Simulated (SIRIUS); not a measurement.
**CaF2 (Fluorite) under changes of volume**

One of the cells (13.579 Å³/atom); the others are scaled copies at fixed shape and fractional positions:

```xyz
3
Lattice="0.0000 2.7310 2.7310 2.7310 0.0000 2.7310 2.7310 2.7310 0.0000" Properties=species:S:1:pos:R:3 pbc="T T T"
Ca    0.0000    0.0000    0.0000
F     4.0965    4.0965    4.0965
F     1.3655    1.3655    1.3655
```

```yaml
Program: SIRIUS 7.12.0
Functional: LDA
Potentials_or_basis: all-electron FP-LAPW
Cutoff: 273 eV
Basis: apw+lo standard
k_mesh: 8 × 8 × 8
Occupations: fermi-dirac, width 0.05 eV
Spin: no spin polarisation
```

| volume (Å³/atom) | energy over the lowest point (meV/atom) | gap on the mesh (eV) |
| --- | --- | --- |
| 12.764 | 0.00 | 7.28 |
| 13.036 | 4.08 | 7.15 |
| 13.308 | 10.91 | 7.03 |
| 13.579 | 20.90 | 6.91 |
| 13.851 | 33.04 | 6.80 |
| 14.122 | ? | ? |
| 14.394 | 63.46 | 6.58 |

**Question.** What does the run at 14.122 Å³/atom give?

**Answer.** Energy over the lowest point 47.34 meV/atom; gap on the mesh 6.69 eV.

Worked out: A Birch-Murnaghan fit of order 3 (a polynomial in V^(-2/3)) to the other rows has its minimum at 12.60 Å³/atom, just outside them, with B0 = V·E''(V) = 105 GPa and B' = 5.0. It gives 47.31 meV/atom at 14.122 Å³/atom, against the run's 47.34. A straight line through the other rows of the gap, of slope -5.81 eV per unit of ln V, gives 6.69 eV, against the run's 6.69.

Energies are extrapolated to zero smearing.

A mesh can miss the band edges.
